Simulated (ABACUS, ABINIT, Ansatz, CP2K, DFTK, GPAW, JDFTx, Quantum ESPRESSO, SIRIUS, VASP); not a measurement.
## One calculation of Mg, 11 ways

```xyz
2
Lattice="3.2093 0.0000 0.0000 -1.6046 2.7793 0.0000 0.0000 0.0000 5.2103" Properties=species:S:1:pos:R:3 pbc="T T T"
Mg    1.6047    0.9264    3.9077
Mg    0.0000    1.8529    1.3026
```

Alike in all runs: task single point; functional PBE; k mesh 10 × 10 × 5; occupations fermi-dirac, width 0.05 eV; no spin polarisation; no spin-orbit coupling. Pressure is positive in compression and, in plane waves, holds the error of the finite cutoff, which Ansatz's Pulay term estimates and takes out.

```tsv
program and potentials	plane-wave cutoff (eV)	notes	pressure (GPa)
ABINIT, JTH PAW PBE v2.0	517	10 valence electrons an atom on average	-0.77
DFTK, PseudoDojo SR PBE 0.4.1 standard (PBE)	1143	10 valence electrons an atom on average	-0.36
Ansatz, Ansatz PAW (earlier soft set)	420	10 valence electrons an atom on average	-0.38
ABACUS, PseudoDojo NC SR 0.4.1 PBE standard, plane waves	1143	10 valence electrons an atom on average	?
Quantum ESPRESSO, SSSP 1.3 efficiency PBE	748	2 valence electrons an atom on average	-0.49
JDFTx, PseudoDojo-SR-PBE-0.5-standard	1143	10 valence electrons an atom on average	-0.34
CP2K, POTENTIAL_UZH Mg GTH-PBE-q10; TZVP-MOLOPT-PBE-GTH basis	-	atomic basis; 10 valence electrons an atom on average	0.66
GPAW, GPAW PAW data sets (gpaw-data 1.2.1)	800	10 valence electrons an atom on average	-0.45
Ansatz, all-electron LAPW, scalar-relativistic	-	-	-0.39
VASP, PBE PAW files Mg, 520 eV	520	2 valence electrons an atom on average	-0.49
SIRIUS, PseudoDojo 0.4.1 PBE standard (scalar relativistic)	1152	10 valence electrons an atom on average	-0.34
```

Question: Estimate from the other rows what the run with ABACUS, PseudoDojo NC SR 0.4.1 PBE standard, plane waves gave.

Answer: Pressure -0.35 GPa. The other rows, which needn't bracket it: pressure -0.77 to 0.66.
